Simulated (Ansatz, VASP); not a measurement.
## TiSi: VASP beside Ansatz

```xyz
2
Lattice="1.8162 -2.1176 0.0000 1.8162 2.1176 0.0000 0.0000 0.0000 3.8039" Properties=species:S:1:pos:R:3 pbc="T T T"
Ti    1.8162    0.0000    0.0000
Si    0.0000    0.0000    1.9020
```

Alike in both runs: task relaxation of cell and atoms; functional PBEsol; k mesh 12 × 12 × 10; occupations fermi-dirac, width 0.1 eV; no spin polarisation.

|  | VASP | Ansatz |
| --- | --- | --- |
| version | VASP 6.6.1 | Ansatz 0.2.0 |
| potentials or method | VASP PAW PBE potentials, release 64 (Ti_sv, Si) | PAW with Ansatz's default frozen-core files, scalar-relativistic |
| plane-wave cutoff (eV) | 600 | 420 |
| valence electrons in the cell | 16 | 16 |

|  | VASP | Ansatz | Ansatz less VASP |
| --- | --- | --- | --- |
| relaxed volume (Å³/atom) | 14.14 | 14.14 | 0.000 |
| relaxed cell length with the largest relative difference (Å) | 3.791 | 3.787 | -0.0032 |
| energy change over the relaxation (meV/atom) | -7 | -7 | 0.0 |

Caveats: the PAW data sets were made with another functional, which shifts forces and pressure a little (VASP).
